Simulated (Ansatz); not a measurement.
Structure: COD 9006462, as refined from experiment and not relaxed. It was measured hot, at 1305 K.

An input for MgO: DFT, LDA, PAW with Ansatz's default frozen-core files, scalar-relativistic (Ansatz 0.2.0). The PAW files were made with PBE; their cores are remade for this functional.

Command: `ansatz run input.yaml --threads 1 --pin off --max-ram 2048MiB --backend cpu --events-out ev --progress --plain --runs-dir out` The run took 2.3 s on 1 thread of Arm Neoverse V1, with other jobs on the host, peak memory 0.28 GiB.

```yaml
crystal:
  lattice:
    - [0.0, 2.13515, 2.13515]
    - [2.13515, 0.0, 2.13515]
    - [2.13515, 2.13515, 0.0]
  atoms:
    - { symbol: Mg, position: [0.0, 0.0, 0.0] }
    - { symbol: O, position: [0.5, 0.5, 0.5] }
kpoints:
  mp_grid: { grid: [11, 11, 11] }
  band_path:
    path:
      - [0.0, 0.0, 0.0]
      - [0.5, 0.0, 0.5]
      - [0.625, 0.25, 0.625]
      - [0.375, 0.375, 0.75]
      - [0.0, 0.0, 0.0]
      - [0.5, 0.5, 0.5]
      - [0.5, 0.25, 0.75]
      - [0.5, 0.0, 0.5]
    npoints: 5
scf:
  occupations: { method: fermi_dirac, width: 0.01 }
hamiltonian:
  xc: lda
  pseudopotentials: { kind: paw }
output:
  forces: true
  stress: true
  eigenvalues: true
  efg: { contact_densities: true }
```

The results part of the log:

```
SCF 1 converged in 6 iterations: F = -2460.008279 eV  dr2 = 3.44e-10
  greatest PAW one-centre occupation: 1.000 electrons in one spin orbital (limit 2), on the Mg atom at site 0 (counted from 0), in its partial waves of l = 1
NSCF: frozen V_eff on 36 k-points
SCF converged after 6 iterations
Free energy (F): -2460.008279 eV
Harris-Foulkes:  -2460.008279 eV  (|F-HF|=3.32e-10)
Internal energy: -2460.008279 eV  (E = F + TS)
E sigma→0 (E₀):  -2460.008279 eV
Fermi energy:    9.399848 eV
--- Per-component energies (eV) ---
  E_band       = -304.064481
  E_kinetic    = 253.436063
  E_local      = -1627.092283  (includes V_loc(G=0)·N_el)
  E_nonlocal   = 145.436942
  E_hartree    = 561.058746
  E_xc         = -103.221613
  E_vxc        = -133.213321  (∫ρ·V_xc dr)
  E_paw        = -418.093626  (= ΣΔE_a)
  E_vpaw       = -64.751974  (= ΣTr[D̂ρ^β])
  E_aug_tail   = 0.002505  (compensation charges beyond the density's cutoff)
  E_ewald      = -1271.782415
  E_core_change = 0.247401  (= ΣΔE_core)
  E_smearing   = -0.000000  (= −TS)
  E_closure    = 0.000000  (closes the sum)
  Σ components = -2460.008279   (vs F -2460.008279, Δ=0.00e0)
--- Forces (eV/Å), atoms counted from 1 ---
  atom   1  Mg    -0.00000000     0.00000000    -0.00000000
  atom   2  O      0.00000000    -0.00000000     0.00000000
  max |Σ_I F_I| component: 1.41e-29 eV/Å
--- Stress (GPa, compression-positive) ---
      -11.585073      -0.000000      -0.000000
       -0.000000     -11.585073      -0.000000
       -0.000000      -0.000000     -11.585073
  P = ⅓ Tr σ = -11.5851 GPa (-115.851 kbar)
--- PAW observables at the nuclei: V_zz in 10²¹ V/m², potentials from the cell's mean, atoms counted from 1 ---
  atom   1  Mg V_zz =    +0.000000   η = 0.0000   by run symmetry: forbidden
            electrostatic potential = -1103.232984 V   contact ρ = 7713.457746 e/Å³
  atom   2  O  V_zz =    -0.000000   η = 0.0000   by run symmetry: forbidden
            electrostatic potential = -623.202105 V   contact ρ = 2123.035052 e/Å³
--- Band table (eV; the first three rows and the last of 56) ---
  k-point 0: bands = ["-64.3594", "-31.7627", "-31.7627", "-31.7627", "-9.5332", "7.2614", "7.2614", "7.2614", "11.5271", "22.5799", "22.5799", "22.5799"]
  k-point 1: bands = ["-64.3588", "-31.7688", "-31.7634", "-31.7634", "-9.4458", "6.7077", "7.2065", "7.2065", "12.0610", "21.5169", "22.7654", "22.7654"]
  k-point 2: bands = ["-64.3572", "-31.7850", "-31.7650", "-31.7650", "-9.2016", "5.5602", "7.0681", "7.0681", "13.1252", "20.0802", "23.1584", "23.1584"]
  k-point 55: bands = ["-64.3494", "-31.8099", "-31.8070", "-31.7878", "-7.9877", "4.2613", "4.4594", "5.6739", "18.0541", "18.6617", "18.6811", "22.2769"]
```
